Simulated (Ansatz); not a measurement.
# Straining Ag

All numbers below come from DFT PBE, scalar-relativistic, plane waves, PAW in Ansatz 0.2.0. Settings: 420 eV cutoff, 18×18×12 k-mesh, Gaussian smearing of 0.10 eV, no spin polarisation.

Starting point, cell and atoms relaxed:

```
Ag
1.0
     2.07375    2.07375    0.00000
    -2.07375    2.07375    0.00000
     0.00000    0.00000    4.14750
Ag
2
Direct
  0.00000 0.00000 0.00000
  0.50000 0.50000 0.50000
```

Deformation: all cell vectors scaled alike, the atoms relaxed, all within the symmetry that the strain leaves. Energies are extrapolated to zero smearing. On this cell's mesh the reference holds a stress of up to 0.13 GPa.

```tsv
strain (%)	ΔE (meV/atom)	a (Å)	b (Å)	c (Å)
-4.5	116.6	2.801	2.801	3.961
-3.0	48.4	2.845	2.845	4.023
-1.5	11.4	2.889	2.889	4.085
+0.0	0.0	2.933	2.933	4.147
+1.5	9.3	2.977	2.977	4.210
+3.0	35.3	3.021	3.021	4.272
+4.5	74.5	3.065	3.065	4.334
```

Task: What stiffness (1/V) d²E/dε² at zero strain does a cubic fit over all points give?

Result: A cubic fit gives (1/V) d²E/dε² = 849 GPa at zero strain (nine times the bulk modulus at fixed shape).